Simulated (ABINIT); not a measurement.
# FePt (Tetraferroplatinum) (P4/mmm) in ABINIT: further runs, part 2 of 2

ABINIT 10.8.3 (patched build). Earlier steps stand in the parts before.

### Step 3. Single point, PBEsol, collinear spin, ferromagnetic start

Contents of run.abi:

```
pp_dirpath "./"
pseudos "Pt.GGA_PBE-JTH.xml, Fe.GGA_PBE-JTH.xml"

acell 3*1.0
rprim
     5.1466691004     0.0000000000     0.0000000000
     0.0000000000     5.1466691004     0.0000000000
     0.0000000000     0.0000000000     7.0297811836
ntypat 2
znucl 78 26
natom 2
typat 1 2
xcart
     1.3617500000     1.3617500000     1.8600000000
     0.0000000000     0.0000000000     0.0000000000 Angstrom

ecut 707.496042 eV
pawecutdg 48.0

kptopt 1
ngkpt 8 8 6
nshiftk 1
shiftk 0.0 0.0 0.0

ixc -116133

nband 18
occopt 3
tsmear 0.05 eV

nsppol 2
spinat
     0.0000000000     0.0000000000     0.0000000000
     0.0000000000     0.0000000000     3.0000000000

nstep 100
tolvrs 1.0e-9

iomode 3
prtwf 0
prtden 0
prteig 0
prtebands 0
enunit 2
```

Potentials or basis: JTH PAW PBE v2.0.

The run is started by

```sh
abinit run.abi > log 2>&1
```

run.abo:

```text
.Version 10.8.3 of ABINIT
 Symmetries : space group P4/m m m (#123); Bravais tP (primitive tetrag.)
================================================================================
 Values of the parameters that define the memory need of the present run
     intxc =       0    ionmov =       0      iscf =      17    lmnmax =      18
     lnmax =       6     mgfft =      36  mpssoang =       3    mqgrid =    3001
     natom =       2  nloc_mem =       2    nspden =       2   nspinor =       1
    nsppol =       2      nsym =      16    n1xccc =       1    ntypat =       2
    occopt =       3   xclevel =       2
       mpw =        1196          nfft =       20736          nkpt =          60
 PAW method is used; the additional fine FFT grid is defined by:
   mgfftf=        45    nfftf =     58320
================================================================================
================================================================================

--------------------------------------------------------------------------------
------------- Echo of variables that govern the present computation ------------
--------------------------------------------------------------------------------
 -outvars: echo values of preprocessed input variables --------
            acell      1.0000000000E+00  1.0000000000E+00  1.0000000000E+00 Bohr
              amu      1.95080000E+02  5.58470000E+01
             ecut      2.60000000E+01 Hartree
           enunit           2
                       outvar_i_n : Printing only first  50 k-points.
              ixc     -116133
                       outvar_i_n : Printing only first  50 k-points.
         kptrlatt        8    0    0      0    8    0      0    0    6
          kptrlen      4.11733528E+01
            natom           2
            nband          18
            ngfft          24      24      36
          ngfftdg          36      36      45
             nkpt          60
           nspden           2
           nsppol           2
            nstep         100
             nsym          16
           ntypat           2
                       prtocc : prtvol=0, do not print more k-points.
                       1.000000  1.000000  1.000000  1.000000  1.000000  1.000000
                       1.000000  1.000000  1.000000  1.000000  1.000000  1.000000
                       1.000000  0.000000  0.000000  0.000000  0.000000  0.000000
                       1.000000  1.000000  1.000000  1.000000  1.000000  1.000000
                       1.000000  1.000000  1.000000  1.000000  1.000000  1.000000
                       1.000000  0.000000  0.000000  0.000000  0.000000  0.000000
[... 142 lines left out ...]
                       1.000000  1.000000  1.000000  1.000000  1.000000  1.000000
                       1.000000  0.000000  0.000000  0.000000  0.000000  0.000000
                       prtocc : prtvol=0, do not print more k-points.
           occopt           3
        pawecutdg      4.80000000E+01 Hartree
         pawxcdev           0
           prtden           0
        prtebands           0
           prteig           0
            prtwf           0
            rprim      5.1466691004E+00  0.0000000000E+00  0.0000000000E+00
                       0.0000000000E+00  5.1466691004E+00  0.0000000000E+00
                       0.0000000000E+00  0.0000000000E+00  7.0297811836E+00
          spgroup         123
           spinat      0.0000000000E+00  0.0000000000E+00  0.0000000000E+00
                       0.0000000000E+00  0.0000000000E+00  3.0000000000E+00
           tolvrs      1.00000000E-09
           tsmear      1.83746611E-03 Hartree
            typat      1  2
           useylm           1
                       outvars : Printing only first  50 k-points.
           xangst      1.3617499991E+00  1.3617499991E+00  1.8599999987E+00
                       0.0000000000E+00  0.0000000000E+00  0.0000000000E+00
            xcart      2.5733345502E+00  2.5733345502E+00  3.5148905918E+00
                       0.0000000000E+00  0.0000000000E+00  0.0000000000E+00
             xred      5.0000000000E-01  5.0000000000E-01  5.0000000000E-01
[... 154 lines left out ...]
 frms,max,avg= 0.0000000E+00 0.0000000E+00   0.000E+00  0.000E+00  0.000E+00 h/b

 cartesian forces (eV/Angstrom) at end:
    1     -0.00000000000000    -0.00000000000000    -0.00000000000000
    2     -0.00000000000000    -0.00000000000000    -0.00000000000000
 frms,max,avg= 0.0000000E+00 0.0000000E+00   0.000E+00  0.000E+00  0.000E+00 e/A
 length scales=  1.000000000000  1.000000000000  1.000000000000 bohr
              =  0.529177210544  0.529177210544  0.529177210544 angstroms
 Fermi (or HOMO) energy (hartree) =   0.32189   Average Vxc (hartree)=  -0.45733
 Magnetization (Bohr magneton)=  3.34962912E+00
 Total spin up =  1.46748146E+01   Total spin down =  1.13251854E+01
 Eigenvalues (hartree) for nkpt=  60  k points, SPIN UP:
 kpt#   1, nband= 18, wtk=  0.00260, kpt=  0.0000  0.0000  0.0000 (reduced coord)
  -2.93146   -1.69291   -1.68359   -1.68359   -0.03214    0.08987    0.09640    0.19719
   0.19719    0.21610    0.24655    0.25493    0.30582    0.31014    0.31014    0.40390
   0.68044    0.75228
      occupation numbers for kpt#   1
   1.00000    1.00000    1.00000    1.00000    1.00000    1.00000    1.00000    1.00000
   1.00000    1.00000    1.00000    1.00000    0.99984    0.99834    0.99834    0.00000
   0.00000    0.00000
 prteigrs : prtvol=0 or 1, do not print more k-points.

 Eigenvalues (hartree) for nkpt=  60  k points, SPIN DOWN:
 kpt#   1, nband= 18, wtk=  0.00260, kpt=  0.0000  0.0000  0.0000 (reduced coord)
  -2.80676   -1.56804   -1.56319   -1.56319   -0.02512    0.11159    0.11165    0.23784
   0.23784    0.29654    0.29671    0.34571    0.38578    0.38823    0.38823    0.41335
   0.71245    0.76486
      occupation numbers for kpt#   1
   1.00000    1.00000    1.00000    1.00000    1.00000    1.00000    1.00000    1.00000
   1.00000    1.00000    1.00000    0.00000    0.00000    0.00000    0.00000    0.00000
   0.00000    0.00000
 prteigrs : prtvol=0 or 1, do not print more k-points.

 Fermi (or HOMO) energy (eV) =   8.75913   Average Vxc (eV)= -12.44464
 Eigenvalues (   eV  ) for nkpt=  60  k points, SPIN UP:
 kpt#   1, nband= 18, wtk=  0.00260, kpt=  0.0000  0.0000  0.0000 (reduced coord)
 -79.76911  -46.06648  -45.81277  -45.81277   -0.87448    2.44557    2.62306    5.36578
   5.36578    5.88051    6.70901    6.93701    8.32186    8.43930    8.43930   10.99058
  18.51573   20.47058
 prteigrs : prtvol=0 or 1, do not print more k-points.

 Eigenvalues (   eV  ) for nkpt=  60  k points, SPIN DOWN:
 kpt#   1, nband= 18, wtk=  0.00260, kpt=  0.0000  0.0000  0.0000 (reduced coord)
 -76.37571  -42.66849  -42.53648  -42.53648   -0.68343    3.03656    3.03813    6.47190
   6.47190    8.06934    8.07391    9.40716   10.49773   10.56414   10.56414   11.24789
  19.38678   20.81283
 prteigrs : prtvol=0 or 1, do not print more k-points.

--- !EnergyTerms
iteration_state     : {dtset: 1, }
comment             : Components of total free energy in Hartree
kinetic             :  1.99662146938079E+01
hartree             :  3.15051964642622E+01
xc                  : -6.24525598798183E+00
Ewald energy        : -1.10593367419413E+02
psp_core            :  8.79288405419107E+00
local_psp           : -8.62835348255449E+01
PAW spherical_terms : -8.58557371327755E+00
internal            : -1.51443436733956E+02
'-kT*entropy'       : -3.38207346064372E-04
total_energy        : -1.51443774941302E+02
total_energy_eV     : -4.12099505447720E+03
...

--- !EnergyTermsDC
iteration_state     : {dtset: 1, }
comment             : '"Double-counting" decomposition of free energy'
band_energy         : -1.18445931383810E+01
Ewald energy        : -1.10593367419413E+02
psp_core            :  8.79288405419107E+00
xc_dc               : -2.99999879327001E+01
PAW spherical_terms : -7.79836400085767E+00
internal            : -1.51443428437161E+02
'-kT*entropy'       : -3.38207346064372E-04
total_energy_dc     : -1.51443766644507E+02
total_energy_dc_eV  : -4.12099482870989E+03
...

--- !EnergyTermsWithPAWCore
iteration_state     : {dtset: 1, }
comment             : 'Components of total free energy, including PAW core contributions'
Total energy        : -1.96803109690448E+04
Total energy DC     : -1.96803109607480E+04
Total energy (eV)   : -5.35528543219695E+05
Total energy DC (eV): -5.35528542993928E+05
...

 Cartesian components of stress tensor (hartree/bohr^3)
  sigma(1 1)=  1.87445634E-04  sigma(3 2)=  0.00000000E+00
  sigma(2 2)=  1.87445634E-04  sigma(3 1)=  0.00000000E+00
  sigma(3 3)=  1.54098318E-04  sigma(2 1)=  0.00000000E+00

-Cartesian components of stress tensor (GPa)         [Pressure= -5.1878E+00 GPa]
- sigma(1 1)=  5.51484096E+00  sigma(3 2)=  0.00000000E+00
- sigma(2 2)=  5.51484096E+00  sigma(3 1)=  0.00000000E+00
- sigma(3 3)=  4.53372905E+00  sigma(2 1)=  0.00000000E+00

== END DATASET(S) ==============================================================
================================================================================

 -outvars: echo values of variables after computation  --------
            acell      1.0000000000E+00  1.0000000000E+00  1.0000000000E+00 Bohr
           etotal     -1.5144376664E+02
            fcart     -0.0000000000E+00 -0.0000000000E+00 -0.0000000000E+00
                      -0.0000000000E+00 -0.0000000000E+00 -0.0000000000E+00
            rprim      5.1466691004E+00  0.0000000000E+00  0.0000000000E+00
                       0.0000000000E+00  5.1466691004E+00  0.0000000000E+00
                       0.0000000000E+00  0.0000000000E+00  7.0297811836E+00
           strten      1.8744563427E-04  1.8744563427E-04  1.5409831832E-04
                       0.0000000000E+00  0.0000000000E+00  0.0000000000E+00
           xangst      1.3617499991E+00  1.3617499991E+00  1.8599999987E+00
                       0.0000000000E+00  0.0000000000E+00  0.0000000000E+00
             xred      5.0000000000E-01  5.0000000000E-01  5.0000000000E-01
                       0.0000000000E+00  0.0000000000E+00  0.0000000000E+00
 Calculation completed.
```

Run time: 2.6 min. Hardware: 1 thread of Arm Neoverse V1, shared host; peak memory 0.18 GiB.

What came out:

| Property | Result |
| --- | --- |
| Free energy | -4120.9948 eV |
| Pressure | -5.2 GPa |
| Band gap on the k mesh | none (metal or under the smearing width) |
| Net moment | 3.35 μB per cell |
| Site moments | Pt +0.40; Fe +2.95 μB |
| Valence electrons inside the program's atomic spheres | Pt 8.71; Fe 14.25 |

Caveat: the PAW data sets were made with another functional, which shifts forces and pressure a little. Spin-orbit coupling is left out, which matters for the levels of Pt.
